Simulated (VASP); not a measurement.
Al (a cell with a defect): relaxation of the atoms with PBEsol

Crystal: Al (a cell with a defect).

```
CELL_PARAMETERS angstrom
8.08000 0.00000 0.00000
0.00000 8.08000 0.00000
0.00000 0.00000 8.08000
ATOMIC_POSITIONS crystal
Al 0.00000 0.00000 0.50000
Al 0.00000 0.50000 0.00000
Al 0.00000 0.50000 0.50000
Al 0.50000 0.00000 0.00000
Al 0.50000 0.00000 0.50000
Al 0.50000 0.50000 0.00000
Al 0.50000 0.50000 0.50000
Al 0.00000 0.25000 0.25000
Al 0.00000 0.25000 0.75000
Al 0.00000 0.75000 0.25000
Al 0.00000 0.75000 0.75000
Al 0.50000 0.25000 0.25000
Al 0.50000 0.25000 0.75000
Al 0.50000 0.75000 0.25000
Al 0.50000 0.75000 0.75000
Al 0.25000 0.00000 0.25000
Al 0.25000 0.00000 0.75000
Al 0.25000 0.50000 0.25000
Al 0.25000 0.50000 0.75000
Al 0.75000 0.00000 0.25000
Al 0.75000 0.00000 0.75000
Al 0.75000 0.50000 0.25000
Al 0.75000 0.50000 0.75000
Al 0.25000 0.25000 0.00000
Al 0.25000 0.25000 0.50000
Al 0.25000 0.75000 0.00000
Al 0.25000 0.75000 0.50000
Al 0.75000 0.25000 0.00000
Al 0.75000 0.25000 0.50000
Al 0.75000 0.75000 0.00000
Al 0.75000 0.75000 0.50000
```

The cell was built by a generator and needn't be a form met in nature.

| Quantity | Value |
| --- | --- |
| Program | VASP 6.6.1 |
| Task | relaxation of the atoms |
| Functional | PBEsol |
| Potentials or basis | VASP PAW PBE potentials, release 64 (Al) |
| Cutoff | 400 eV |
| k mesh | 6 × 6 × 6 |
| Occupations | fermi-dirac, width 0.05 eV |
| Spin | no spin polarisation |
| Further INCAR settings | ALGO = Normal; EDIFF = 1e-07; IBRION = 2; EDIFFG = -0.02; NSW = 60 |

The energy gained by relaxing is 1.8 meV/atom, the ionic steps are 5 and the pressure after relaxing is -2.0 GPa. The largest force after relaxing is 0.003 eV/Å. The band gap on the k mesh is none (metal or under the smearing width).

Forces on the atoms (eV/Å):
```
Al   0.000  0.000  0.000
Al   0.000  0.000  0.000
Al   0.000  0.000  0.000
Al   0.000  0.000  0.000
Al   0.000  0.000  0.000
Al   0.000  0.000  0.000
Al   0.000  0.000  0.000
Al   0.000  0.002  0.002
Al   0.000  0.002 -0.002
Al   0.000 -0.002  0.002
Al   0.000 -0.002 -0.002
Al   0.000 -0.001 -0.001
Al   0.000 -0.001  0.001
Al   0.000  0.001 -0.001
Al   0.000  0.001  0.001
Al   0.002  0.000  0.002
Al   0.002  0.000 -0.002
Al  -0.001  0.000 -0.001
Al  -0.001  0.000  0.001
Al  -0.002  0.000  0.002
Al  -0.002  0.000 -0.002
Al   0.001  0.000 -0.001
Al   0.001  0.000  0.001
Al   0.002  0.002  0.000
Al  -0.001 -0.001  0.000
Al   0.002 -0.002  0.000
Al  -0.001  0.001  0.000
Al  -0.002  0.002  0.000
Al   0.001 -0.001  0.000
Al  -0.002 -0.002  0.000
Al   0.001  0.001  0.000
```

The path:
| step | energy change (eV) | largest force (eV/Å) | pressure (GPa) |
| --- | --- | --- | --- |
| 1 | 0.0000 | 0.2132 | -1.90 |
| 2 | -0.0235 | 0.1600 | -1.94 |
| 3 | -0.0516 | 0.0536 | -2.02 |
| 4 | -0.0537 | 0.0319 | -2.03 |
| 5 | -0.0547 | 0.0031 | -2.03 |

Final structure:
```
Al
1.0
     8.08000    0.00000    0.00000
     0.00000    8.08000    0.00000
     0.00000    0.00000    8.08000
Al
31
Direct
  0.00000 0.00000 0.50000
  0.00000 0.50000 0.00000
  0.00000 0.50000 0.50000
  0.50000 0.00000 0.00000
  0.50000 0.00000 0.50000
  0.50000 0.50000 0.00000
  0.50000 0.50000 0.50000
  0.00000 0.24619 0.24619
  0.00000 0.24619 0.75381
  0.00000 0.75381 0.24619
  0.00000 0.75381 0.75381
  0.50000 0.24977 0.24977
  0.50000 0.24977 0.75023
  0.50000 0.75023 0.24977
  0.50000 0.75023 0.75023
  0.24619 0.00000 0.24619
  0.24619 0.00000 0.75381
  0.24977 0.50000 0.24977
  0.24977 0.50000 0.75023
  0.75381 0.00000 0.24619
  0.75381 0.00000 0.75381
  0.75023 0.50000 0.24977
  0.75023 0.50000 0.75023
  0.24619 0.24619 0.00000
  0.24977 0.24977 0.50000
  0.24619 0.75381 0.00000
  0.24977 0.75023 0.50000
  0.75381 0.24619 0.00000
  0.75023 0.24977 0.50000
  0.75381 0.75381 0.00000
  0.75023 0.75023 0.50000
```

Levels at points of the mesh, in eV from the Fermi level:
```csv
k point,band 45,band 46,band 47,band 48,band 49,band 50
"(0.00, 0.00, 0.00)",-0.41,0.28,0.38,0.38,0.38,0.40
"(0.50, 0.00, 0.00)",-0.30,-0.29,-0.24,-0.23,-0.23,0.00
"(0.50, 0.50, 0.00)",-0.34,-0.34,-0.32,0.33,0.86,0.97
"(0.50, 0.50, 0.50)",-0.67,-0.67,-0.67,-0.64,-0.64,-0.41
```

Run time: 19 min on 1 thread of Intel(R) Xeon(R) 6975P-C (Granite Rapids) (shared host), peak memory 0.58 GiB.

Caveat: the PAW data sets were made with another functional, which shifts forces and pressure a little.
